**Why do my bulk modulus and my gap slope both fail within a few per cent of the equilibrium volume?**

I have a PBE energy-volume scan of a hypothetical SrO polytype. I wanted two numbers for a simple strain model, a bulk modulus and a slope of the gap against volume. With the fitted 81.8 GPa, the pressure comes out too small in size at 6% compression and too large at 6% expansion, and the gap slope depends entirely on which rows I pick. Is the calculation unconverged, or are my shortcuts at fault, and how could I tell from the numbers alone?

Non-spin-polarised PBE calculations with Ansatz 0.2.0 (scalar-relativistic PAW, 420 eV plane-wave cutoff, 6×6×6 k-mesh) for a hypothetical R-3m form of SrO with 6 atoms per cell. Cell shape and atoms were relaxed at each volume. Energies count from the minimum of a third-order Birch-Murnaghan fit, and positive pressure means compression.

| volume (Å³/atom) | energy over minimum (meV/atom) | pressure (GPa) | band gap on mesh (eV) |
| --- | --- | --- | --- |
| 15.47 | 81.40 | 13.870 | 3.527 |
| 16.00 | 43.10 | 9.510 | 3.527 |
| 16.53 | 18.10 | 5.810 | 3.522 |
| 17.05 | 4.30 | 2.670 | 3.513 |
| 17.58 | 0.00 | 0.000 | 3.501 |
| 18.11 | 3.80 | -2.260 | 3.430 |
| 18.64 | 14.60 | -4.190 | 3.264 |
| 19.34 | 37.80 | -6.320 | 3.049 |

**Answer**

The shortcuts are at fault, and in two different ways: the elastic one degrades smoothly and by a predictable amount, while the gap one breaks within a single volume step. Three rows carry the argument, namely the minimum at 17.58 Å³/atom and its near mirror images at 16.53 and 18.64, which lie 6% below and above it. In the table, the volume $V$ and the energy $E$ are per atom, the pressure $P$ comes from the stress tensor (positive in compression), and the gap $E_g$ is the smallest one found among the sampled k-points.

The structure is an invented sixfold-coordinated R-3m net and not rock salt, the normal form of SrO. Its modulus is therefore not a handbook value for the oxide, and since $E$ counts from this form's own minimum, it cannot rank this form against rock salt. The rows from 18.11 upward are under tension and are not ambient states.

**The constant modulus**

The bulk modulus is defined locally, $B=-V\,dP/dV$, and the shortcut keeps only its value $B_0$ at the equilibrium volume $V_0$, drawing the pressure as a straight line in $V$ with the slope it has there. With the strain $d=(V-V_0)/V_0$ this gives $P=-B_0d$ and $E=\tfrac12B_0V_0d^2$. A modulus that truly stayed constant would give $P=-B_0\ln(V/V_0)$, which is already slightly lopsided; that is where the 1 in the factor $1+B'$ below comes from. To see what is lost, let $B=B_0+B'P$, where $B'$ is the pressure derivative of the modulus, and write $P=p_1d+p_2d^2$. Since $V\,dP/dV=(1+d)\,dP/dd$, matching orders gives $p_1=-B_0$ and $p_2=B_0(1+B')/2$, and integrating $-P\,dV$ gives the energy:

$$P=-B_0d\left[1-\frac{1+B'}{2}\,d\right],\qquad E=\tfrac12B_0V_0d^2\left[1-\frac{1+B'}{3}\,d\right].$$

The constants $V_0$, $B_0$ and $B'=4.41$ come from the Birch-Murnaghan fit to the energies of all eight rows. The energy of any worked row is thus part of that fit, while its stress pressure is not, and so pressure is the fair test. Take the row at 16.53, where $d=-0.060$:

$$P_{\text{linear}}=81.8\times0.060=4.91\ \text{GPa},$$

$$P_{\text{corrected}}=4.91\times\left(1+\tfrac{5.41}{2}\times0.060\right)=4.91\times1.162=5.71\ \text{GPa}.$$

The table has 5.81 GPa. The linear law is 15.5% low relative to that value, the first correction recovers most of the shortfall, and the remaining 0.1 GPa belongs to higher orders in $d$. At 18.64 the bracket works the other way, and the linear law overstates the tension by 17%.

The failure can be recognised from the table alone, because the linear law and its parabola demand that mirror rows be equal in size. For the two 6% rows the pressure asymmetry is $(5.81-4.19)/(5.81+4.19)=0.162$. The expansion predicts $(1+B')|d|/2$, which agrees to three figures. The same pattern holds in every row off the minimum: the shortcut falls short of both $E$ and $|P|$ in compression and overshoots both in expansion.

The cause is standard ionic bonding, argued here from theory rather than read from a column. Sr²⁺ and O²⁻ are closed shells held together by a Coulomb attraction that varies slowly with distance and held apart by an overlap repulsion that varies steeply. Compression makes the steep repulsion grow fast, so the solid stiffens. Expansion lets it fade, and the stiffness fades with it, since the repulsion is its only source: a Coulomb energy, which goes as $-1/r$, contributes a negative term to $B$. The table does show the consequence: $-dP/d\ln V$ falls in every interval, from 130 GPa between the two smallest volumes to 58 GPa between the two largest.

A diatomic molecule with a Morse potential is the simpler system to have in mind. Its bond resists shortening more than lengthening, and the harmonic spring is only the curvature at the bottom of the well. The analogy covers the lopsided well and nothing more. It has one coordinate, whereas this cell has two kinds of Sr site, two kinds of O site and a shape that relaxes at each volume, and it has no counterpart to the band crossing discussed below.

The convergence worry can be answered in part. An incomplete plane-wave basis would make the stress pressure depart from the derivative of the energy curve, yet the two agree within 0.011 GPa in all rows, against misses of up to 4 GPa for the linear law ($13.87-9.82$ at the smallest volume). Basis error in the stress is therefore not what breaks the shortcut. The check does not show that $B_0$ itself is converged in cutoff or mesh, and the curve is that of a static lattice without thermal or zero-point motion.

The brackets give a usable rule. To leading order the error reaches 10% at a strain of 3.7% for pressure and 5.5% for energy, since a derivative feels the asymmetry more than its integral does. The rows bear this out: both 3% rows stay within that tolerance in $P$ and $E$, and both 6% rows exceed it. A solid with a larger $B'$ leaves the linear range sooner, in proportion to $1/(1+B')$, whatever its $B_0$.

**The single gap slope**

A single deformation potential $D=dE_g/d\ln V$ presumes that the gap is close to a straight line in $\ln V$. The mirror rows refute this. Going from 16.53 to the minimum the gap falls by $3.522-3.501=0.021$ eV, whereas the equal step on to 18.64 costs $3.501-3.264=0.237$ eV, about eleven times more. The pressures of the same two mirror rows differ in size by a factor of only 1.4.

The interval slopes show two regimes. Up to the minimum $D$ is small, drifting from zero to $-0.39$ eV, and in both intervals above 18.11 it is $-5.8$ eV. The single interval between them has $-2.40$ eV. Ordinary curvature would change the slope gradually, as it does for the stiffness, so a jump between a nearly flat and a steep straight piece is the mark to look for.

A central difference over the 3% rows either side of the minimum straddles the break. It returns $-1.38$ eV, which is the slope of neither regime, and it puts the gap at the largest volume 0.32 eV too high. Extending the flat slope instead misses that row by 0.41 eV. The steep slope taken from 18.11 and 18.64 reproduces the row at 19.34, which was not used to draw it, so each slope is useful only on its own side.

Theory explains why a gap can do this when a pressure does not. The gap is the lowest empty level minus the highest filled one, which makes it a minimum over many pairs of levels, each with its own $D$. When two such lines cross, the gap follows the lower, so on expansion its slope can only switch to a lower value, which is the direction seen here. Among the electronic levels, the total energy depends on the filled ones only, and in an insulator a reordering at either band edge leaves that set unchanged. The numbers agree with this: across 17.58 to 18.64 the pressure follows the smooth curve within 0.004 GPa, the size of the rounding, which also speaks against an abrupt structural change within R-3m. The relaxations kept the symmetry of their starting structure, so a distortion that breaks it, and might change both the stiffness and the gap, could not have shown up in these rows.

Drawing both pieces as straight lines puts the crossing near 17.9 Å³/atom, about 2% expansion or 1.4 GPa of tension. That is an interpolation inside one interval and deserves no more digits. At the minimum the steep line lies only 0.10 eV above the tabulated gap, so a slope taken on the compressed side holds for only about 2% on the other.

Which levels cross is a guess. The same runs show that at 15.47 and 16.00 the gap is indirect, from $\Gamma$ to the zone-boundary point $(0,-\tfrac12,-\tfrac12)$. By analogy with the zone-boundary conduction minimum of rock-salt SrO, that level may have Sr d character; compression widens a d band, and the lowering of its bottom can offset the general widening of the ionic gap, leaving a flat net slope. A diffuse s-like level at $\Gamma$ has no such offset and drops quickly relative to the O 2p top as the lattice opens. A switch from the first to the second would fit both slopes, but it is untested; the band-edge k-points and orbital characters either side of 17.9 would decide it.

The position of the kink is much less secure than its existence in this table. The gap on a mesh with spacing 0.34 Å⁻¹ is an upper bound to the PBE gap, and an edge lying between mesh points would lower one branch and move the crossing. (The output works out that spacing from the edge of the starting cell, 0.002 Å shorter than the relaxed edge of 9.558 Å; the relaxed edge gives the same 0.34 Å⁻¹.) Spin-orbit coupling and temperature are not included. PBE also places empty levels too low, not necessarily by the same amount for different characters, and lowering the steep branch by 0.10 eV against the flat one would carry the crossing to the equilibrium volume.

For the strain model, keep $B'$ alongside $B_0$ beyond about 3% in volume, and take the gap as the lower of two lines, with one-sided slopes compared before any are averaged. The row-by-row errors and interval slopes are in the output that follows.

Printed output of the fit:

```
reported V0 17.584 A^3/atom, B0 81.8 GPa, B' 4.41; 1 GPa A^3 = 6.2415 meV
rounding: about 0.05 meV in E, 0.005 GPa in P, 0.0005 eV in gap; unrounded volumes used
V | strain % | E, parabola (meV), error % | P, linear (GPa), error % | P stress - P curve (GPa)
15.47 | -12.0 | 81.4, 64.7, -20.5 | 13.87, 9.82, -29.2 | -0.011
16.00 | -9.0 | 43.1, 36.4, -15.6 | 9.51, 7.37, -22.6 | +0.002
16.53 | -6.0 | 18.1, 16.2, -10.6 | 5.81, 4.91, -15.5 | +0.003
17.05 | -3.0 | 4.3, 4.1, -5.8 | 2.67, 2.46, -8.0 | +0.001
17.58 | -0.0 | 0.0, 0.0, - | 0.00, 0.00, - | -0.004
18.11 | +3.0 | 3.8, 4.0, +6.0 | -2.26, -2.45, +8.4 | +0.002
18.64 | +6.0 | 14.6, 16.1, +10.5 | -4.19, -4.90, +17.0 | -0.000
19.34 | +10.0 | 37.8, 44.8, +18.6 | -6.32, -8.18, +29.4 | +0.001
mirror rows +-3%: E asymmetry 0.062 (rounding +-0.012), (1+B')d/3 = 0.054; P asymmetry 0.083, (1+B')d/2 = 0.081
mirror rows +-6%: E asymmetry 0.107 (rounding +-0.003), (1+B')d/3 = 0.108; P asymmetry 0.162, (1+B')d/2 = 0.162
leading-order error reaches 10% at strain 3.7% for P, 5.5% for E
reported Birch-Murnaghan curve: largest miss 0.011 GPa in P, 0.08 meV in E (E was fitted)
interval | -dP/dlnV (GPa) | gap step (eV) | dEg/dlnV (eV) | dEg/dV (eV per A^3/atom)
15.47-16.00 | 130.1 | +0.000 | +0.00 | +0.000
16.00-16.53 | 114.1 | -0.005 | -0.15 | -0.009
16.53-17.05 | 99.9 | -0.009 | -0.29 | -0.017
17.05-17.58 | 87.7 | -0.012 | -0.39 | -0.023
17.58-18.11 | 76.5 | -0.071 | -2.40 | -0.135
18.11-18.64 | 67.2 | -0.166 | -5.78 | -0.315
18.64-19.34 | 57.5 | -0.215 | -5.80 | -0.306
local stiffness first/last interval: 2.26; rounding of dEg/dlnV about +-0.03 eV
gap change 15.47-17.58: -0.026 eV; 17.58-18.11: -0.071 eV; 18.11-19.34: -0.381 eV
slope ratio (18.11-18.64)/(17.05-17.58): 14.7
central difference 17.05-18.11: -1.38 eV
central slope from 17.58: at 15.47 3.68 eV (miss +0.15), at 19.34 3.37 eV (miss +0.32)
flat slope from 17.58: at 15.47 3.55 eV (miss +0.02), at 19.34 3.46 eV (miss +0.41)
steep slope from 18.11: at 15.47 4.34 eV (miss +0.81), at 19.34 3.05 eV (miss +0.00)
two straight branches meet near V = 17.9 A^3/atom, strain +1.9%, P about -1.4 GPa
steep branch at 17.58 lies 0.10 eV above the tabulated gap
edge shifts 15.47-17.58 (zero is a convention): valence -1.44 eV, conduction -1.47 eV
direct minus indirect gap: 0.017 eV at 15.47, 0.044 eV at 16.00
direct gap step 15.47-16.00: +0.027 eV, slope +0.81 eV per lnV
k spacing along a reciprocal vector at 17.58: 0.34 1/A
```
